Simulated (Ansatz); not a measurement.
# ZnO (zincite) (P6_3mc) in Ansatz: a series of runs, part 2 of 2

Ansatz 0.2.0. Earlier steps stand in the parts before.

### 3 Relaxation of cell and atoms, revPBE+D4

File input.yaml:

```yaml
crystal:
  lattice:
    - [3.249308, 0.0, 0.0]
    - [-1.624654, 2.8139832727, 0.0]
    - [0.0, 0.0, 5.205709]
  atoms:
    - { symbol: Zn, position: [0.6666666667, 0.3333333333, 0.0] }
    - { symbol: Zn, position: [0.3333333333, 0.6666666667, 0.5] }
    - { symbol: O, position: [0.3333333333, 0.6666666667, 0.87901] }
    - { symbol: O, position: [0.6666666667, 0.3333333333, 0.37901] }
hamiltonian:
  xc: revpbe
  pseudopotentials: { kind: paw }
  dispersion: d4
kpoints:
  mp_grid: { grid: [7, 7, 4] }
scf:
  occupations: { method: fermi_dirac, width: 0.05 }
output:
  forces: true
  stress: true
  eigenvalues: true
relax:
  f_tol: 0.01
  max_steps: 40
  cell: { stress_tol: 0.05 }
```

Potentials or basis: Ansatz PAW.

Started as:

```
$ ansatz run input.yaml --threads 2 --pin off --max-ram 5632MiB --backend cpu --events-out ev --progress --plain --runs-dir out
```

The program printed:

```text
Warning: RAYON_NUM_THREADS=2 ignored (pool sized by the plan → 2); use --threads N
Engine: ansatz 0.2.0, aarch64-unknown-linux-gnu
Pseudopotentials: kind: paw
Pseudopotential: Zn, paw, valence charge 12, recommended cutoff 420 eV (normal), Zn.paw.azcp
Pseudopotential: O, paw, valence charge 6, recommended cutoff 420 eV (normal), O.paw.azcp
Functional definition: revPBE
  parameter kappa = 1.245
  parameter beta = 0.06672455060314922
  exchange = pbe_x(kappa = kappa, mu = beta*pi^2/3)
  correlation = pbe_c(beta = beta)
Crystal: 4 atoms, lattice volume = 47.598 Å³
Basis set: ecut = 420 eV, 941 PW (Γ), exchange–correlation on 48×48×72 points (8 copies of the dense FFT grid, shifted against one another)
Bands: 22, of which v1, the nominal top of the filled ones, is band 18 counted from 1 (17 counted from 0)
Symmetry: 12 space group operations
Space group: P63mc (ITA 186), of the structure as read, at distance tolerance 3.6e-5 Å
k-points: 24 of 196 (time reversal used)
Non-local potential: Zn, projectors of the file, l = 0: 2, l = 1: 2, l = 2: 3, l = 3: 1
Non-local potential: O, projectors of the file, l = 0: 2, l = 1: 2, l = 2: 1
PAW form: soft (Blöchl's): semilocal exchange-correlation on the pseudo side does not see the compensation charge
[... 101 lines left out ...]
  E_vpaw       = -878.649396  (= ΣTr[D̂ρ^β])
  E_aug_tail   = 0.004200  (compensation charges beyond the density's cutoff)
  E_ewald      = -2955.204037
  E_disp       = -1.835311  (pairwise vdW)
  E_core_change = -0.144755  (= ΣΔE_core)
  E_smearing   = -0.000003  (= −TS)
  E_closure    = 0.000000  (closes the sum)
  Σ components = -7785.700670   (vs F -7785.700670, Δ=0.00e0)
--- Forces (eV/Å), atoms counted from 1 ---
  atom   1  Zn    -0.00000000    -0.00000000     0.00002363
  atom   2  Zn     0.00000000     0.00000000     0.00002363
  atom   3  O     -0.00000000    -0.00000000    -0.00002425
  atom   4  O     -0.00000000     0.00000000    -0.00002425
  max |Σ_I F_I| component: 1.23e-6 eV/Å
--- Stress (GPa, compression-positive) ---
        0.001652       0.000000       0.000000
        0.000000       0.001652       0.000000
        0.000000       0.000000       0.008513
  P = ⅓ Tr σ = 0.0039 GPa (0.039 kbar)
--- Band table (eV; the first three rows and the last of 24) ---
  k-point 0: bands = ["-10.8333", "-10.1353", "1.5834", "1.5834", "1.6228", "1.6977", "1.7752", "1.7752", "2.7388", "2.7388", "2.9417", "2.9417", "3.2119", "6.4639", "6.4639", "7.1585", "7.2451", "7.2451", "8.1000", "12.5442", "15.4961", "20.2281"]
  k-point 1: bands = ["-10.7358", "-10.2424", "1.4880", "1.5252", "1.5998", "1.5998", "1.7342", "1.7342", "2.7783", "2.7783", "2.9230", "2.9230", "3.8403", "6.2208", "6.5803", "6.5803", "7.1328", "7.1328", "9.2185", "12.0169", "15.9783", "19.5628"]
  k-point 2: bands = ["-10.4939", "-10.4939", "1.3916", "1.3916", "1.6550", "1.6550", "1.6550", "1.6550", "2.8608", "2.8608", "2.8608", "2.8608", "5.0089", "5.0089", "6.8587", "6.8587", "6.8587", "6.8587", "10.7486", "10.7486", "17.3702", "17.3702"]
  k-point 23: bands = ["-10.0152", "-10.0152", "1.5028", "1.5028", "1.8525", "1.8525", "2.2506", "2.2506", "2.8072", "2.8072", "3.1748", "3.1748", "3.6534", "3.6534", "4.7808", "4.7808", "5.9964", "5.9964", "14.4020", "14.4020", "15.9178", "15.9178"]
--- Relaxed structure (5 steps of the walk, 5 accepted, 2 SCFs on fresh bases) ---
  F+E_penalty+E_count = -7785.70067018 eV   max|allowed force component| = 2.394e-5 eV/Å   (the final SCF, on the basis selected at the relaxed cell)
  cell:  # Å, volume = 47.9668 Å³
    - [3.2490120010235266, -3.6837712872024955e-33, 2.8779463181269496e-35]
    - [-1.6245060005117633, 2.8137269300868866, 4.077771339579648e-19]
    - [8.184083538240254e-34, 7.543645041624045e-19, 5.246951487670608]
  atoms:
    - { symbol: Zn, position: [0.6666666666666666, 0.3333333333333333, 9.785246651041402e-5] }
    - { symbol: Zn, position: [0.3333333333333333, 0.6666666666666666, 0.5000978524665103] }
    - { symbol: O, position: [0.3333333333333333, 0.6666666666666666, 0.8789121475334893] }
    - { symbol: O, position: [0.6666666666666666, 0.3333333333333333, 0.37891214753348956] }
```

Wall time 13 s (2 threads of Arm Neoverse V1, shared host); peak memory 0.37 GiB.

What came out:

```
Free energy                            : -7785.7007 eV
Relaxed volume                         : 11.99 Å³/atom
Relaxed cell                           : a = 3.249 Å, b = 3.249 Å, c = 5.247 Å, α = 90.00°, β = 90.00°, γ = 120.00°
Space group after relaxing (to 0.05 Å) : P6_3mc (No. 186)
Energy gained by relaxing              : 0.6 meV/atom
Ionic steps                            : 7
Pressure after relaxing                : 0.0 GPa
Band gap on the k mesh                 : 0.85 eV, direct
```

Step by step:
```tsv
step	energy change (eV)	largest force (eV/Å)	volume (Å³)
1	0.0000	0.0681	47.60
2	-0.0010	0.0432	47.78
3	-0.0009	0.0141	47.94
4	-0.0009	0.0031	47.95
5	-0.0024	0.0028	47.95
6	-0.0024	0.0001	47.97
7	-0.0024	0.0000	47.97
```

Final structure:
```
CELL_PARAMETERS angstrom
3.24901 0.00000 0.00000
-1.62451 2.81373 0.00000
0.00000 0.00000 5.24695
ATOMIC_POSITIONS crystal
Zn 0.66667 0.33333 0.00010
Zn 0.33333 0.66667 0.50010
O 0.33333 0.66667 0.87891
O 0.66667 0.33333 0.37891
```

Caveat: odd divisions of the mesh miss points on the zone boundary, where band edges often lie, so the gap on the mesh can be too wide; the plane-wave basis is chosen anew once the cell has moved, so the energies of steps on either side of that aren't comparable; the pressure holds a Pulay correction of +0.7 GPa for the finite cutoff; the PAW data sets come from PBE, with cores solved anew for the run's functional, which leaves a small shift of forces and pressure. Expect the measured gap to be larger: semilocal functionals such as revPBE lack the derivative discontinuity.
